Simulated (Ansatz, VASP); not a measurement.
# One calculation of MgS, two programs

```xyz
4
Lattice="4.0287 0.0000 0.0000 -2.0143 3.4889 0.0000 0.0000 0.0000 6.4542" Properties=species:S:1:pos:R:3 pbc="T T T"
Mg    2.0143    1.1630    3.2085
Mg    0.0000    2.3260    6.4356
S     0.0000    2.3260    2.4389
S     2.0143    1.1630    5.6660
```

Alike in both runs: task single point; functional PBE; k mesh 12 × 12 × 4; no spin polarisation.

|  | VASP | Ansatz |
| --- | --- | --- |
| version | VASP 6.6.1 | Ansatz 0.2.0 |
| potentials or method | VASP PAW PBE potentials, release 64 (Mg, S) | plane waves, PAW |
| plane-wave cutoff (eV) | 520 | 420 |
| occupations | gaussian, width 0.01 eV | fixed |
| valence electrons in the cell | 16 | 32 |

Ansatz gave:

* gap on the k mesh at the Fermi level (eV): 3.47
* pressure (GPa): 1.1

Problem. Which values does VASP return?

Solution. gap on the k mesh at the Fermi level (eV): 3.46; pressure (GPa): 0.9.

The two sets of potentials don't hold the same shells in valence.

A k mesh can miss the band edges. As with any semilocal functional, this PBE gap is likely too small.
